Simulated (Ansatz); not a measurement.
# InPd (Pm-3m) in Ansatz: further runs

The runs below take InPd through single point, equation of state, with LDA.

All numbers are computed with Ansatz 0.2.0; they aren't measurements. Logs are shortened: lines on timing, memory, paths and dates and some standing lists are left out, and cuts for length are marked.

## (1) The structure

The structure is cubic, space group Pm-3m (No. 221). The conventional cell has a = 3.272 Å, b = 3.272 Å, c = 3.272 Å, α = 90.00°, β = 90.00°, γ = 90.00°. In (site symmetry m-3m) has 8 Pd at 2.83 Å as nearest neighbours. Pd (site symmetry m-3m) is surrounded by 8 In at 2.83 Å.

The cell comes from a database or a generator and needn't be the stable form of this composition.

## (2) Single point, LDA, 16.46 Å³/atom (volume scaled by 0.94)

input.yaml reads:

```yaml
crystal:
  lattice:
    - [3.2050928798, 0.0, 0.0]
    - [0.0, 3.2050928798, 0.0]
    - [0.0, 0.0, 3.2050928798]
  atoms:
    - { symbol: In, position: [0.0, 0.0, 0.0] }
    - { symbol: Pd, position: [0.5, 0.5, 0.5] }
hamiltonian:
  xc: lda
  pseudopotentials: { kind: paw }
kpoints:
  mp_grid: { grid: [8, 8, 8] }
scf:
  occupations: { method: fermi_dirac, width: 0.05 }
output:
  forces: true
  stress: true
  eigenvalues: true
```

Potentials or basis: Ansatz PAW.

Run with:

```bash
$ ansatz run input.yaml --threads 2 --pin off --max-ram 5632MiB --backend cpu --events-out ev --progress --plain --runs-dir out
```

What it wrote:

```text
Warning: RAYON_NUM_THREADS=2 ignored (pool sized by the plan → 2); use --threads N
Engine: ansatz 0.2.0, x86_64-unknown-linux-gnu
Pseudopotentials: kind: paw
Pseudopotential: In, paw, valence charge 13, recommended cutoff 420 eV (normal), In.paw.azcp
Pseudopotential: Pd, paw, valence charge 18, recommended cutoff 420 eV (normal), Pd.paw.azcp
Functional definition: SPW92
  exchange = slater_x
  correlation = pw_c
Crystal: 2 atoms, lattice volume = 32.925 Å³
Basis set: ecut = 420 eV, 619 PW (Γ)
Bands: 20, of which v1, the nominal top of the filled ones, is band 16 counted from 1 (15 counted from 0)
Symmetry: 48 space group operations
Space group: Pm-3m (ITA 221), of the structure as read, at distance tolerance 3.2e-5 Å
k-points: 35 of 512
Non-local potential: In, projectors of the file, l = 0: 2, l = 1: 2, l = 2: 2, l = 3: 2
Non-local potential: Pd, projectors of the file, l = 0: 2, l = 1: 2, l = 2: 2, l = 3: 1
PAW form: soft (Blöchl's): semilocal exchange-correlation on the pseudo side does not see the compensation charge
PAW frozen core: In, regenerated for the run's functional, and the local potential with it (the file was generated under x = pbe(κ = 0.804, μ = 0.2195149727645171), c = pbe(β = 0.06672455060314922))
PAW frozen core: Pd, regenerated for the run's functional, and the local potential with it (the file was generated under x = pbe(κ = 0.804, μ = 0.2195149727645171), c = pbe(β = 0.06672455060314922))
PAW one-centre angular grid: In, 590 points (default); XC on 64 Gauss nodes
PAW one-centre angular grid: Pd, 590 points (default); XC on 64 Gauss nodes
Initial density: superposition of atomic densities (neutral atoms: chi_scale 0, normalization atom), corrected by the library's trained network
Initial wavefunctions: pseudopotential atomic-orbital guess
Functional: x = slater, c = lda
SCF iter   1: F=—  HF=-12302.842793 eV  |F-HF|=—  |Δ(HF+E_count)|=         —  Δρ=1.14e-2  dr2=3.55e-2  ethr=1.77e-3  ⟨swp⟩=5.6  Hψ=3113  notcnv=0
preconditioner: auto → none  [insulator: Δε(μ)=0.373 eV  Ē_g=14.902 eV  σ=0.050 eV  W_gap=0.51  n_scr=6 (ndim 8)  ℏωp=31.0 eV  f_vac=0.000  D(μ)=1.36/eV (n_scr^D=6)  ε∞_Penn≈5.3]
SCF iter   2: F=—  HF=-12302.834075 eV  |F-HF|=—  |Δ(HF+E_count)|=   8.72e-3  Δρ=2.58e-3  dr2=1.33e-3  ethr=1.15e-4  ⟨swp⟩=2.5  Hψ=1467  notcnv=0  defer=9
SCF iter   3: F=—  HF=-12302.833767 eV  |F-HF|=—  |Δ(HF+E_count)|=   3.09e-4  Δρ=1.03e-3  dr2=1.55e-4  ethr=4.30e-6  ⟨swp⟩=1.1  Hψ=699  notcnv=0  defer=9
SCF iter   4: F=—  HF=-12302.833739 eV  |F-HF|=—  |Δ(HF+E_count)|=   2.73e-5  Δρ=8.39e-5  dr2=8.68e-7  ethr=4.98e-7  ⟨swp⟩=2.2  Hψ=1172  notcnv=0  defer=9
SCF iter   5: F=—  HF=-12302.833733 eV  |F-HF|=—  |Δ(HF+E_count)|=   6.50e-6  Δρ=2.45e-5  dr2=1.77e-7  ethr=2.80e-9  ⟨swp⟩=2.6  Hψ=1231  notcnv=0  defer=9
SCF iter   6: F=-12302.833733 eV  HF=-12302.833733 eV  |F-HF|=8.55e-10  |Δ(HF+E_count)|=   1.66e-8  Δρ=1.50e-6  dr2=6.99e-10  ethr=3.23e-10  ⟨swp⟩=5.6  Hψ=2735  notcnv=0
SCF 1 converged in 6 iterations: F = -12302.833733 eV  dr2 = 6.99e-10
SCF converged after 6 iterations
Free energy (F): -12302.833733 eV
Harris-Foulkes:  -12302.833733 eV  (|F-HF|=8.55e-10)
Internal energy: -12302.823620 eV  (E = F + TS)
E sigma→0 (E₀):  -12302.828677 eV
Entropy (-TS):   -0.010113 eV (-5.056 meV/atom)
Fermi energy:    17.654463 eV
--- Per-component energies (eV) ---
  E_band       = -117.443369
  E_kinetic    = 763.222059
  E_local      = -2783.426140  (includes V_loc(G=0)·N_el)
  E_nonlocal   = 594.038406
  E_hartree    = 1131.492695
  E_xc         = -383.036919
  E_vxc        = -314.954205  (∫ρ·V_xc dr)
  E_paw        = -7640.809344  (= ΣΔE_a)
  E_vpaw       = -639.309495  (= ΣTr[D̂ρ^β])
  E_aug_tail   = 0.000229  (compensation charges beyond the density's cutoff)
  E_ewald      = -3985.269875
  E_core_change = 0.965270  (= ΣΔE_core)
  E_smearing   = -0.010113  (= −TS)
  E_closure    = -0.000000  (closes the sum)
  Σ components = -12302.833733   (vs F -12302.833733, Δ=0.00e0)
--- Forces (eV/Å), atoms counted from 1 ---
  atom   1  In    -0.00000000     0.00000000    -0.00000000
  atom   2  Pd     0.00000000    -0.00000000    -0.00000000
  max |Σ_I F_I| component: 1.00e-28 eV/Å
--- Stress (GPa, compression-positive) ---
        1.324876       0.000000       0.000000
        0.000000       1.324876       0.000000
        0.000000       0.000000       1.324876
  P = ⅓ Tr σ = 1.3249 GPa (13.249 kbar)
--- Band table (eV; the first three rows and the last of 35) ---
  k-point 0: bands = ["-66.7939", "-32.5982", "-32.5982", "-32.5982", "2.6989", "2.6989", "3.1921", "3.1921", "3.1921", "7.0967", "13.6447", "13.6447", "15.3390", "15.3390", "15.3390", "21.9903", "21.9903", "21.9903", "27.7471", "28.8925"]
  k-point 1: bands = ["-66.7935", "-32.6044", "-32.5978", "-32.5978", "2.7101", "2.7607", "3.1737", "3.1737", "3.1983", "7.3591", "13.6412", "13.6839", "15.1349", "15.1349", "15.3240", "20.4921", "22.5235", "22.5235", "28.1649", "28.7655"]
  k-point 2: bands = ["-66.7928", "-32.6195", "-32.5967", "-32.5967", "2.7374", "2.9087", "3.1296", "3.1296", "3.2132", "8.1403", "13.5988", "13.6326", "14.7119", "14.7119", "15.2877", "18.2019", "23.9285", "23.9285", "28.2464", "28.4423"]
  k-point 34: bands = ["-66.7875", "-32.6328", "-32.6328", "-32.6328", "2.8663", "2.8663", "2.8663", "3.4535", "3.4535", "12.4712", "12.4712", "12.4712", "16.0187", "16.0187", "17.7201", "21.6533", "21.6533", "21.6533", "22.4059", "22.4059"]
```

It took 1.2 s on 2 threads of AMD EPYC (Zen 3), shared host; peak memory 0.33 GiB.

Results:

* Free energy: -12302.8337 eV
* Pressure: 1.3 GPa
* Band gap on the k mesh: none (metal or under the smearing width)

Caveat: the PAW data sets come from PBE, with cores solved anew for the run's functional, which leaves a small shift of forces and pressure.

## (3) Single point, LDA, 16.81 Å³/atom (volume scaled by 0.96)

Edit input.yaml of step 2 so:

```diff
@@ -2,5 +2,5 @@
   lattice:
-    - [3.2050928798, 0.0, 0.0]
-    - [0.0, 3.2050928798, 0.0]
-    - [0.0, 0.0, 3.2050928798]
+    - [3.2276647001, 0.0, 0.0]
+    - [0.0, 3.2276647001, 0.0]
+    - [0.0, 0.0, 3.2276647001]
   atoms:
@@ -19 +19,5 @@
   eigenvalues: true
+  write_density: true
+  write_potential: true
+  elf: true
+  volumetric_format: npy
```

Potentials or basis: Ansatz PAW.

Run with:

```bash
$ ansatz run input.yaml --threads 2 --pin off --max-ram 5632MiB --backend cpu --events-out ev --progress --plain --runs-dir out
```

Wall time 1.5 s (2 threads of AMD EPYC (Zen 3), shared host); peak memory 0.33 GiB.

It converged, with:

```yaml
Free_energy: -12302.8324 eV
Pressure: -1.8 GPa
Band_gap_on_the_k_mesh: none (metal or under the smearing width)
```

Caveat: the PAW data sets come from PBE, with cores solved anew for the run's functional, which leaves a small shift of forces and pressure.

## (4) Single point, LDA, 17.16 Å³/atom (volume scaled by 0.98)

input.yaml reads:

```yaml
crystal:
  lattice:
    - [3.2499251601, 0.0, 0.0]
    - [0.0, 3.2499251601, 0.0]
    - [0.0, 0.0, 3.2499251601]
  atoms:
    - { symbol: In, position: [0.0, 0.0, 0.0] }
    - { symbol: Pd, position: [0.5, 0.5, 0.5] }
hamiltonian:
  xc: lda
  pseudopotentials: { kind: paw }
kpoints:
  mp_grid: { grid: [8, 8, 8] }
scf:
  occupations: { method: fermi_dirac, width: 0.05 }
output:
  forces: true
  stress: true
  eigenvalues: true
```

Run with:

```bash
$ ansatz run input.yaml --threads 2 --pin off --max-ram 5632MiB --backend cpu --events-out ev --progress --plain --runs-dir out
```

Run time: 1.3 s. Hardware: 2 threads of AMD EPYC (Zen 3), shared host; peak memory 0.33 GiB.

It converged, with:

```
Free energy            : -12302.8182 eV
Pressure               : -4.6 GPa
Band gap on the k mesh : none (metal or under the smearing width)
```

Caveat: the PAW data sets come from PBE, with cores solved anew for the run's functional, which leaves a small shift of forces and pressure.

## (5) Single point, LDA, 17.51 Å³/atom

Edit input.yaml of step 4 so:

```diff
@@ -2,5 +2,5 @@
   lattice:
-    - [3.2499251601, 0.0, 0.0]
-    - [0.0, 3.2499251601, 0.0]
-    - [0.0, 0.0, 3.2499251601]
+    - [3.27188478, 0.0, 0.0]
+    - [0.0, 3.27188478, 0.0]
+    - [0.0, 0.0, 3.27188478]
   atoms:
@@ -19 +19,5 @@
   eigenvalues: true
+  write_density: true
+  write_potential: true
+  elf: true
+  volumetric_format: npy
```

Run with:

```bash
$ ansatz run input.yaml --threads 2 --pin off --max-ram 5632MiB --backend cpu --events-out ev --progress --plain --runs-dir out
```

Run time: 1.6 s. Hardware: 2 threads of AMD EPYC (Zen 3), shared host; peak memory 0.33 GiB.

It converged, with:

* Free energy: -12302.7925 eV
* Pressure: -7.1 GPa
* Band gap on the k mesh: none (metal or under the smearing width)

Caveat: the PAW data sets come from PBE, with cores solved anew for the run's functional, which leaves a small shift of forces and pressure.

## (6) Single point, LDA, 17.86 Å³/atom (volume scaled by 1.02)

Edit input.yaml of step 5 so:

```diff
@@ -2,5 +2,5 @@
   lattice:
-    - [3.27188478, 0.0, 0.0]
-    - [0.0, 3.27188478, 0.0]
-    - [0.0, 0.0, 3.27188478]
+    - [3.2935535226, 0.0, 0.0]
+    - [0.0, 3.2935535226, 0.0]
+    - [0.0, 0.0, 3.2935535226]
   atoms:
```

Potentials or basis: Ansatz PAW.

Run with:

```bash
$ ansatz run input.yaml --threads 2 --pin off --max-ram 5632MiB --backend cpu --events-out ev --progress --plain --runs-dir out
```

Wall time 1.5 s (2 threads of AMD EPYC (Zen 3), shared host); peak memory 0.33 GiB.

Results (log left out):

```yaml
Free_energy: -12302.7569 eV
Pressure: -9.2 GPa
Band_gap_on_the_k_mesh: none (metal or under the smearing width)
```

Caveat: the PAW data sets come from PBE, with cores solved anew for the run's functional, which leaves a small shift of forces and pressure.

## (7) Single point, LDA, 18.21 Å³/atom (volume scaled by 1.04)

input.yaml reads:

```yaml
crystal:
  lattice:
    - [3.3149408331, 0.0, 0.0]
    - [0.0, 3.3149408331, 0.0]
    - [0.0, 0.0, 3.3149408331]
  atoms:
    - { symbol: In, position: [0.0, 0.0, 0.0] }
    - { symbol: Pd, position: [0.5, 0.5, 0.5] }
hamiltonian:
  xc: lda
  pseudopotentials: { kind: paw }
kpoints:
  mp_grid: { grid: [8, 8, 8] }
scf:
  occupations: { method: fermi_dirac, width: 0.05 }
output:
  forces: true
  stress: true
  eigenvalues: true
```

Run with:

```bash
$ ansatz run input.yaml --threads 2 --pin off --max-ram 5632MiB --backend cpu --events-out ev --progress --plain --runs-dir out
```

It took 1.2 s on 2 threads of AMD EPYC (Zen 3), shared host; peak memory 0.33 GiB.

It converged, with:

```
Free energy            : -12302.7129 eV
Pressure               : -10.9 GPa
Band gap on the k mesh : none (metal or under the smearing width)
```

Caveat: the PAW data sets come from PBE, with cores solved anew for the run's functional, which leaves a small shift of forces and pressure.

## (8) Single point, LDA, 18.56 Å³/atom (volume scaled by 1.06)

Edit input.yaml of step 7 so:

```diff
@@ -2,5 +2,5 @@
   lattice:
-    - [3.3149408331, 0.0, 0.0]
-    - [0.0, 3.3149408331, 0.0]
-    - [0.0, 0.0, 3.3149408331]
+    - [3.3360556752, 0.0, 0.0]
+    - [0.0, 3.3360556752, 0.0]
+    - [0.0, 0.0, 3.3360556752]
   atoms:
```

Run with:

```bash
$ ansatz run input.yaml --threads 2 --pin off --max-ram 5632MiB --backend cpu --events-out ev --progress --plain --runs-dir out
```

It took 1.2 s on 2 threads of AMD EPYC (Zen 3), shared host; peak memory 0.33 GiB.

It converged, with:

```
Free energy            : -12302.6620 eV
Pressure               : -12.3 GPa
Band gap on the k mesh : none (metal or under the smearing width)
```

Caveat: the PAW data sets come from PBE, with cores solved anew for the run's functional, which leaves a small shift of forces and pressure.

## (9) Equation of state, LDA

Potentials or basis: Ansatz PAW.

This step only gathers the single runs of the series.

Results:

| Item | Value |
| --- | --- |
| Equilibrium volume | 16.61 Å³/atom |
| Bulk modulus | 156 GPa |
| Pressure derivative of the bulk modulus | 6.0 (rough: it moves with the points fitted) |

Energy against volume, from the lowest point:
```
volume (Å³/atom)  energy (meV/atom)
          16.462               0.00
          16.813               0.65
          17.163               7.79
          17.513              20.63
          17.863              38.42
          18.214              60.42
          18.564              85.87
```
